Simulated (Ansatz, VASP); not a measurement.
# One calculation of Mo, two programs

File INCAR:

```
PREC = Accurate ; ENCUT = 520
EDIFF = 1E-6 ; ISMEAR = -1
SIGMA = 0.05 ; LREAL = F
LASPH = T ; NELM = 100
ALGO = Normal ; ISIF = 2
LWAVE = F ; LCHARG = F
GGA = PS ; NBANDS = 13
```

Contents of KPOINTS:

```
regular mesh
0
Gamma
  12 12 12
```

POSCAR

```
Mo
1.0
   -1.6046509537      1.6046509537      1.6046509537
    1.6046509537     -1.6046509537      1.6046509537
    1.6046509537      1.6046509537     -1.6046509537
Mo
1
Direct
    0.0000000000      0.0000000000      0.0000000000
```

Contents of input.yaml:

```yaml
crystal:
  lattice:
    - [-1.6046509537, 1.6046509537, 1.6046509537]
    - [1.6046509537, -1.6046509537, 1.6046509537]
    - [1.6046509537, 1.6046509537, -1.6046509537]
  atoms:
    - { symbol: Mo, position: [0.0, 0.0, 0.0] }
kpoints:
  mp_grid: { grid: [12, 12, 12] }
scf:
  occupations: { method: fermi_dirac, width: 0.05 }
hamiltonian:
  xc: pbesol
  pseudopotentials: { kind: all_electron, lapw: { basis_error: 0.0005 } }
output:
  forces: true
  stress: true
  eigenvalues: true
```

Change from the starting cell: volume scaled by 1.04.

Alike in both runs: task single point; functional PBEsol; k mesh 12 × 12 × 12; occupations fermi-dirac, width 0.05 eV; no spin polarisation.

```csv
,VASP,Ansatz
version,VASP 6.6.1,Ansatz 0.2.0
potentials or method,"VASP PAW PBE potentials, release 64 (Mo_sv)","all-electron LAPW, scalar-relativistic"
plane-wave cutoff (eV),520,see its input
```

|  | VASP | Ansatz | Ansatz less VASP |
| --- | --- | --- | --- |
| gap on the k mesh at the Fermi level (eV) | none | none | - |
| pressure (GPa) | -17.9 | -18.3 | -0.39 |

A gap of «none» marks a metal or a gap that the smearing closes. Ansatz ran all-electron here, so the differences hold the error of VASP's frozen core and of both bases.

Caveats: so large a pressure means that the cell lies far from this level's equilibrium, or that cutoff or potentials fall short (VASP); the potentials were made for another functional, which shifts forces and pressure (VASP).
